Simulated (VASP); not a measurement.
# InP (Fm-3m) in VASP: notebook

Runs on InP. Level: PBE+D3(BJ). Tasks: single point, relaxation of cell and atoms.

All numbers are computed with VASP 6.6.1; they aren't measurements. Logs are shortened: lines on timing, memory, paths and dates and some standing lists are left out, and cuts for length are marked.

## 1. The structure

The structure is cubic, space group Fm-3m (No. 225). The conventional cell has a = 5.469 Å, b = 5.469 Å, c = 5.469 Å, α = 90.00°, β = 90.00°, γ = 90.00°. In (site symmetry m-3m) is surrounded by 6 P at 2.73 Å. P (site symmetry m-3m) has 6 In at 2.73 Å as nearest neighbours.

Measurements of this composition are mostly on another form, of space group No. 216.

## 2. Single point, PBE+D3(BJ)

The input, INCAR:

```
SYSTEM = InP
PREC = Accurate
ENCUT = 520
EDIFF = 1E-7
ISMEAR = 0
SIGMA = 0.1
LREAL = .False.
LASPH = .True.
NELM = 100
ALGO = Fast
ISIF = 2
LWAVE = .False.
LCHARG = .True.
GGA = PE
IVDW = 12
LELF = .True.
LVHAR = .True.
NBANDS = 16
```

The input, KPOINTS:

```
Automatic mesh
0
Gamma
  18 18 18
  0 0 0
```

The input, POSCAR:

```
InP
1.0
    0.0000000000      2.7343567290      2.7343567290
    2.7343567290      0.0000000000      2.7343567290
    2.7343567290      2.7343567290      0.0000000000
In P
1 1
Direct
    0.0000000000      0.0000000000      0.0000000000
    0.5000000000      0.5000000000      0.5000000000
```

Potentials or basis: VASP PAW PBE potentials, release 64 (In_d, P).

Command:

```console
> cat potpaw_PBE.64/In_d/POTCAR potpaw_PBE.64/P/POTCAR > POTCAR
> mpirun -np 1 vasp_std > vasp.out
```

OUTCAR:

```text
SYSTEM = InP
   PREC = Accurate
   ENCUT = 520
   EDIFF = 1E-7
   ISMEAR = 0
   LREAL = .False.
   LASPH = .True.
   NELM = 100
   ISIF = 2
   GGA = PE
   IVDW = 12
 IVDW          = 12

 ion  position               nearest neighbor table
   1  0.000  0.000  0.000-   2 2.73   2 2.73   2 2.73   2 2.73   2 2.73   2 2.73
   2  0.500  0.500  0.500-   1 2.73   1 2.73   1 2.73   1 2.73   1 2.73   1 2.73

  LATTYP: Found a face centered cubic cell.
 ALAT       =     5.4687134580

  Lattice vectors:

 A1 = (   0.0000000000,   2.7343567290,   2.7343567290)
 A2 = (   2.7343567290,   0.0000000000,   2.7343567290)
 A3 = (   2.7343567290,   2.7343567290,   0.0000000000)

Analysis of symmetry for initial positions (statically):
=====================================================================
 Subroutine PRICEL returns:
 Original cell was already a primitive cell.

 Routine SETGRP: Setting up the symmetry group for a
 face centered cubic supercell.

 Subroutine GETGRP returns: Found 48 space group operations
 (whereof 48 operations were pure point group operations)
 out of a pool of 48 trial point group operations.

The static configuration has the point symmetry O_h .

Analysis of symmetry for dynamics (positions and initial velocities):
=====================================================================
 Subroutine PRICEL returns:
 Original cell was already a primitive cell.

 Routine SETGRP: Setting up the symmetry group for a
 face centered cubic supercell.

 Subroutine GETGRP returns: Found 48 space group operations
 (whereof 48 operations were pure point group operations)
 out of a pool of 48 trial point group operations.

The dynamic configuration has the point symmetry O_h .

 Subroutine INISYM returns: Found 48 space group operations
 (whereof 48 operations are pure point group operations),
 and found     1 'primitive' translations

----------------------------------------------------------------------------------------

                                     Primitive cell

  volume of cell :      40.8880

  direct lattice vectors                    reciprocal lattice vectors
     0.000000000  2.734356729  2.734356729    -0.182858365  0.182858365  0.182858365
     2.734356729  0.000000000  2.734356729     0.182858365 -0.182858365  0.182858365
     2.734356729  2.734356729  0.000000000     0.182858365  0.182858365 -0.182858365

  length of vectors
     3.866964371  3.866964371  3.866964371     0.316719978  0.316719978  0.316719978

  position of ions in fractional coordinates (direct lattice)
     0.000000000  0.000000000  0.000000000
     0.500000000  0.500000000  0.500000000

  ion indices of the primitive-cell ions
   primitive index   ion index
                 1           1
                 2           2

----------------------------------------------------------------------------------------

 KPOINTS: Automatic mesh

Automatic generation of k-mesh.
 Grid dimensions read from file:
 generate k-points for:   18   18   18

 Generating k-lattice:

  Cartesian coordinates                     Fractional coordinates (reciprocal lattice)
    -0.010158798  0.010158798  0.010158798     0.055555556  0.000000000  0.000000000
     0.010158798 -0.010158798  0.010158798     0.000000000  0.055555556  0.000000000
     0.010158798  0.010158798 -0.010158798     0.000000000  0.000000000  0.055555556

  Length of vectors
     0.017595554  0.017595554  0.017595554

  Shift w.r.t. Gamma in fractional coordinates (k-lattice)
     0.000000000  0.000000000  0.000000000

 Subroutine IBZKPT returns following result:
 ===========================================

 Found    195 irreducible k-points:

 Following reciprocal coordinates:
            Coordinates               Weight
  0.000000  0.000000  0.000000      1.000000
  0.055556  0.000000  0.000000      8.000000
  0.111111  0.000000  0.000000      8.000000
  0.166667  0.000000  0.000000      8.000000
  0.222222  0.000000  0.000000      8.000000
  0.277778  0.000000  0.000000      8.000000
[... 16 lines left out ...]
 -0.277778  0.055556  0.000000     24.000000
 -0.222222  0.055556  0.000000     24.000000
 [... further k-points ...]
   k-points           NKPTS =    195   k-points in BZ     NKDIM =    195   number of bands    NBANDS=     16
   number of dos      NEDOS =    301   number of ions     NIONS =      2
   total plane-waves  NPLWV =  27000
   dimension x,y,z NGX =    30 NGY =   30 NGZ =   30
   dimension x,y,z NGXF=    60 NGYF=   60 NGZF=   60
   ions per type =               1   1
   NGX,Y,Z   is equivalent  to a cutoff of  12.90, 12.90, 12.90 a.u.
   NGXF,Y,Z  is equivalent  to a cutoff of  25.79, 25.79, 25.79 a.u.
 SYSTEM =  InP
   PREC   = accura    normal or accurate (medium, high low for compatibility)
   ISTART =      0    job   : 0-new  1-cont  2-samecut
   ICHARG =      2    charge: 1-file 2-atom 10-const
   ISPIN  =      1    spin polarized calculation?
   LNONCOLLINEAR =      F non collinear calculations
   LSORBIT =      F    spin-orbit coupling
   LASPH  =      T    aspherical Exc in radial PAW
   ENCUT  =  520.0 eV  38.22 Ry    6.18 a.u.   7.19  7.19  7.19*2*pi/ulx,y,z
   NELM   =    100;   NELMIN=  2; NELMDL= -5     # of ELM steps
   EDIFF  = 0.1E-06   stopping-criterion for ELM
   LREAL  =      F    real-space projection
   EDIFFG = 0.1E-05   stopping-criterion for IOM
   NSW    =      0    number of steps for IOM
   IBRION =     -1    ionic relax: 0-MD 1-quasi-New 2-CG
   NFREE  =      0    steps in history (QN), initial steepest desc. (CG)
   ISIF   =      2    stress and relaxation
   ISYM   =      2    0-nonsym 1-usesym 2-fastsym
   POTIM  = 0.5000    time-step for ionic-motion
   TEBEG  =    0.0;   TEEND  =   0.0 temperature during run
   PSTRESS=    0.0 pullay stress
   NELECT =      18.0000    total number of electrons
   NUPDOWN=      -1.0000    fix difference up-down
   EMIN   =  10.00;   EMAX   =-10.00  energy-range for DOS
   EFERMI =   0.00;   METHOD = LEGACY
   ISMEAR =     0;   SIGMA  =   0.10  broadening in eV -4-tet -1-fermi 0-gaus
   EFERMI_NEDOS =   21; number of points for ismear=-14 and -15
   IALGO  =     68    algorithm
   IMIX   =      4    mixing-type and parameters
     AMIX     =   0.40;   BMIX     =  1.00
     AMIX_MAG =   1.60;   BMIX_MAG =  1.00
  volume/ion in A,a.u.               =      20.44       137.96
  Fermi-wavevector in a.u.,A,eV,Ry     =   1.245376  2.353419 21.102111  1.550961
  Thomas-Fermi vector in A             =   2.379601
   LORBIT       =      0    0 simple, 1 ext, 2 COOP (PROOUT), +10 PAW based schemes
   GGA     = PE    functional components
   LHFCALC =     F    Hartree Fock is set to
   AEXX    =    0.0000 exact exchange contribution
   IVDW    =    12    specifies the selected vdW correction
   LEPSILON=     F    determine dielectric tensor
   LRPA    =     F    only Hartree local field effects (RPA)
 non-spin polarized calculation
 RMM-DIIS sequential band-by-band and
 Gauss-broadening in eV      SIGMA  =   0.10
  energy-cutoff  :      520.00
  volume of cell :       40.89
 maximum number of plane-waves:      1118
 NGX is ok and might be reduce to    30
   NGX = 15   NGY = 15   NGZ = 15

 number of electron      18.0000000 magnetization

 Free energy of the ion-electron system (eV)
  ---------------------------------------------------
  ext. energy  EPLUGINS =         0.00000000
  ---------------------------------------------------
  free energy    TOTEN  =        -7.90176403 eV

  energy without entropy =       -7.89555740  energy(sigma->0) =       -7.89866071

 E-fermi :   7.5047     XC(G=0): -10.5713

 val. band max:        7.4969098491   @ k =   0.5000   0.0556   0.0000
 cond. band min:       7.5057841190   @ k =  -0.1667   0.0556   0.0000
 fundamental gap:      0.0088742699
 Fermi energy:         7.5046931180

 k-point     1 :       0.0000    0.0000    0.0000
  band No.  band energies     occupation
      1      -6.7528      2.00000
      2      -6.7528      2.00000
      3      -6.7303      2.00000
      4      -6.7303      2.00000
      5      -6.7303      2.00000
      6      -4.7914      2.00000
[... 8 lines left out ...]
     15      16.2202      0.00000
     16      16.2206      0.00000

 k-point     2 :       0.0556    0.0000    0.0000
  band No.  band energies     occupation
      1      -6.7543      2.00000
      2      -6.7543      2.00000
      3      -6.7304      2.00000
      4      -6.7282      2.00000
      5      -6.7282      2.00000
      6      -4.7512      2.00000
[... 8 lines left out ...]
     15      15.7540      0.00000
     16      16.2177      0.00000

 k-point     3 :       0.1111    0.0000    0.0000
  band No.  band energies     occupation
      1      -6.7596      2.00000
      2      -6.7596      2.00000
      3      -6.7310      2.00000
      4      -6.7211      2.00000
      5      -6.7211      2.00000
      6      -4.6312      2.00000
[... 8 lines left out ...]
     15      15.3754      0.00000
     16      16.0856      0.00000

 k-point     4 :       0.1667    0.0000    0.0000
  band No.  band energies     occupation
      1      -6.7688      2.00000
      2      -6.7688      2.00000
      3      -6.7321      2.00000
      4      -6.7090      2.00000
      5      -6.7090      2.00000
      6      -4.4332      2.00000
[... 8 lines left out ...]
     15      15.5659      0.00000
     16      15.9516      0.00000
[... 324 lines left out ...]
 k-point    22 :      -0.3333    0.0556    0.0000
  band No.  band energies     occupation
      1      -6.8113      2.00000
      2      -6.8104      2.00000
      3      -6.7394      2.00000
      4      -6.6610      2.00000
      5      -6.6545      2.00000
      6      -3.2722      2.00000
[... 8 lines left out ...]
     15      17.0399      0.00000
     16      18.3494      0.00000

 k-point    23 :      -0.2778    0.0556    0.0000
  band No.  band energies     occupation
      1      -6.8014      2.00000
      2      -6.7972      2.00000
      3      -6.7369      2.00000
      4      -6.6767      2.00000
      5      -6.6677      2.00000
      6      -3.6631      2.00000
[... 8 lines left out ...]
     15      16.3504      0.00000
     16      17.6270      0.00000

 k-point    24 :      -0.2222    0.0556    0.0000
  band No.  band energies     occupation
      1      -6.7897      2.00000
      2      -6.7834      2.00000
      3      -6.7346      2.00000
      4      -6.6930      2.00000
      5      -6.6829      2.00000
      6      -4.0176      2.00000
[... 8 lines left out ...]
     15      16.1581      0.00000
     16      16.9691      0.00000

 [... further k-points ...]

------------------------ aborting loop because EDIFF is reached ----------------------------------------

 Edisp (eV)   -0.78038

 E8    (eV) :    -0.3464

  FORCE on cell =-STRESS in cart. coord.  units (eV):
  Direction    XX          YY          ZZ          XY          YZ          ZX
  --------------------------------------------------------------------------------------
  -------------------------------------------------------------------------------------
  Total      -0.00811    -0.00811    -0.00811    -0.00000    -0.00000    -0.00000
  in kB      -0.31792    -0.31792    -0.31792    -0.00000    -0.00000    -0.00000
  external pressure =       -0.32 kB  Pullay stress =        0.00 kB

 VOLUME and BASIS-vectors are now :
 -----------------------------------------------------------------------------
  energy-cutoff  :      520.00
  volume of cell :       40.89
      direct lattice vectors                 reciprocal lattice vectors
     0.000000000  2.734356729  2.734356729    -0.182858365  0.182858365  0.182858365
     2.734356729  0.000000000  2.734356729     0.182858365 -0.182858365  0.182858365
     2.734356729  2.734356729  0.000000000     0.182858365  0.182858365 -0.182858365

 POSITION                                       TOTAL-FORCE (eV/Angst)
 -----------------------------------------------------------------------------------
      0.00000      0.00000      0.00000         0.000000      0.000000      0.000000
      2.73436      2.73436      2.73436         0.000000      0.000000      0.000000
 -----------------------------------------------------------------------------------
    total drift:                               -0.000000      0.000000      0.000000

  FREE ENERGIE OF THE ION-ELECTRON SYSTEM (eV)
  ---------------------------------------------------
  free  energy   TOTEN  =        -8.6821470272 eV

  energy  without entropy=       -8.6759404030  energy(sigma->0) =       -8.67904372
```

Run time: 2.1 min. Hardware: 1 thread of Intel Xeon Platinum 8488C (Sapphire Rapids), shared host; peak memory 0.26 GiB.

Results:

```yaml
Free_energy: -8.6821 eV
Pressure: 0.0 GPa
Band_gap_on_the_k_mesh: none (metal or under the smearing width)
Dispersion_energy_per_atom: -0.390 eV
```

Caveat: pairwise dispersion overbinds metals, which lowers pressure and volume.

## 3. Relaxation of cell and atoms, PBE+D3(BJ)

This run uses another cell than the first one, of 21.31 Å³/atom, 1.042 times its volume.

The input, INCAR:

```
PREC = Accurate
ENCUT = 600
EDIFF = 1E-6
ISMEAR = 0
SIGMA = 0.1
LREAL = False
LASPH = True
NELM = 100
ALGO = Fast
ISIF = 3
LWAVE = False
LCHARG = False
GGA = PE
IVDW = 12
IBRION = 2
NSW = 70
EDIFFG = -0.02
```

The input, KPOINTS:

```
regular mesh
0
Gamma
  18 18 18
```

The input, POSCAR:

```
InP
1.0
    0.0000000000      2.7724027195      2.7724027195
    2.7724027195      0.0000000000      2.7724027195
    2.7724027195      2.7724027195      0.0000000000
In P
1 1
Direct
    0.0000000000      0.0000000000      0.0000000000
    0.5000000000      0.5000000000      0.5000000000
```

Potentials or basis: VASP PAW PBE potentials, release 64 (In_d, P).

Command:

```console
> cat potpaw_PBE.64/In_d/POTCAR potpaw_PBE.64/P/POTCAR > POTCAR
> mpirun -np 1 vasp_std > vasp.out
```

It took 2.6 min on 1 thread of Intel Xeon Platinum 8488C (Sapphire Rapids), shared host; peak memory 0.3 GiB.

Results (log left out):

```
Free energy                            : -8.6825 eV
Relaxed volume                         : 20.44 Å³/atom
Relaxed cell                           : a = 3.867 Å, b = 3.867 Å, c = 3.867 Å, α = 60.00°, β = 60.00°, γ = 60.00°
Space group after relaxing (to 0.05 Å) : Fm-3m (No. 225)
Energy gained by relaxing              : 8.7 meV/atom
Ionic steps                            : 3
Pressure after relaxing                : -0.1 GPa
Band gap on the k mesh                 : none (metal or under the smearing width)
Dispersion energy per atom             : -0.390 eV
```

Step by step:
| step | energy change (eV) | largest force (eV/Å) | pressure (GPa) | volume (Å³) |
| --- | --- | --- | --- | --- |
| 1 | 0.0000 | 0.0000 | -3.06 | 42.62 |
| 2 | -0.0139 | 0.0000 | 1.47 | 40.16 |
| 3 | -0.0173 | 0.0000 | -0.11 | 40.88 |

Final structure:
```yaml
crystal:
  lattice:
    - [0.00000, 2.73420, 2.73420]
    - [2.73420, 0.00000, 2.73420]
    - [2.73420, 2.73420, 0.00000]
  atoms:
    - { symbol: In, position: [0.00000, 0.00000, 0.00000] }
    - { symbol: P, position: [0.50000, 0.50000, 0.50000] }
```

Levels at points of the mesh, in eV from the Fermi level:
| k point | band 7 | band 8 | band 9 | band 10 | band 11 | band 12 |
| --- | --- | --- | --- | --- | --- | --- |
| (0.00, 0.00, 0.00) | -0.31 | -0.31 | -0.31 | 0.84 | 7.11 | 7.11 |
| (0.50, 0.00, 0.00) | -6.83 | 0.16 | 0.16 | 2.52 | 3.40 | 3.40 |
| (0.50, 0.50, 0.00) | -5.18 | -2.46 | -2.46 | -2.46 | 3.77 | 10.20 |

Caveat: pairwise dispersion overbinds metals, which lowers pressure and volume.
